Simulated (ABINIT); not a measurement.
Runs of ABINIT 10.8.3 (patched build) on Cu. Symmetry: Fm-3m, No. 225, cubic system. The conventional cell has a = 3.615 Å, b = 3.615 Å, c = 3.615 Å, α = 90.00°, β = 90.00°, γ = 90.00°. Around Cu (site symmetry m-3m) lie 12 Cu at 2.56 Å. 

```csv
task,level,potentials or basis,cutoff (eV),fine-grid cutoff,gap on the mesh (eV),V0 of scaled cells (Å³/atom),B0 (GPa)
band structure,HCTH407,JTH PAW PBE v2.0,544,1088.46 eV,none,-,-
band structure,BLYP,JTH PAW PBE v2.0,544,1088.46 eV,none,-,-
single point,PBEsol,PseudoDojo NC SR PBEsol v0.4.1 standard,1252,-,none,-,-
equation of state,PW91,JTH PAW PBE v2.0,544,1088.46 eV,-,11.95,141
equation of state,r2SCAN,JTH PAW PBE v2.0,844,1442.2 eV,-,11.47,(a)
```

Alike in all rows: no spin polarisation; cell as given; k mesh 13 × 13 × 13; smearing fermi-dirac 0.05 eV.

Q: Estimate the missing entries.

A: (a) 162.

Caveats: the PAW data sets were made with another functional, which shifts forces and pressure a little (some runs); pressures at fixed basis lie under the slope of the energies (some runs).

A k mesh can miss the band edges.

A gap of «none» marks a metal or a gap under the smearing width.

Not every run made on this cell is shown here.
